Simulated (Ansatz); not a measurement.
Set up this calculation in Ansatz 0.2.0, as the native input.

```yaml
Task: relaxation of cell and atoms
Functional: revPBE
Potentials_or_basis: Ansatz PAW
Cutoff: "420 eV (not typed: the program's choice for these potentials)"
k_mesh: 11 × 11 × 11
Occupations: fermi-dirac, width 0.05 eV
Spin: no spin polarisation
```

Nb:

```
CELL_PARAMETERS angstrom
-1.66395 1.66395 1.66395
1.66395 -1.66395 1.66395
1.66395 1.66395 -1.66395
ATOMIC_POSITIONS crystal
Nb 0.00000 0.00000 0.00000
```

One way to write it, as run:

input.yaml

```yaml
crystal:
  lattice:
    - [-1.66395, 1.66395, 1.66395]
    - [1.66395, -1.66395, 1.66395]
    - [1.66395, 1.66395, -1.66395]
  atoms:
    - { symbol: Nb, position: [0.0, 0.0, 0.0] }
hamiltonian:
  xc: revpbe
  pseudopotentials: { kind: paw }
kpoints:
  mp_grid: { grid: [11, 11, 11] }
scf:
  occupations: { method: fermi_dirac, width: 0.05 }
output:
  forces: true
  stress: true
  eigenvalues: true
relax:
  f_tol: 0.01
  max_steps: 40
  cell: { stress_tol: 0.05 }
```

Potentials or basis: Ansatz PAW.

The run is started by

```bash
$ ansatz run input.yaml --threads 2 --pin off --max-ram 5632MiB --backend cpu --events-out ev --progress --plain --runs-dir out
```

Results of the run:

| Item | Value |
| --- | --- |
| Energy gained by relaxing | 0.0 meV/atom |
| Ionic steps | 2 |
| Pressure after relaxing | 0.0 GPa |
| Band gap on the k mesh | none (metal or under the smearing width) |

Caveat: the plane-wave basis is chosen anew once the cell has moved, so the energies of steps on either side of that aren't comparable; the PAW data sets come from PBE, with cores solved anew for the run's functional, which leaves a small shift of forces and pressure.

It took 1.3 s on 2 threads of Intel(R) Xeon(R) Processor @ 2.70GHz, on a shared host, peak memory 0.31 GiB.
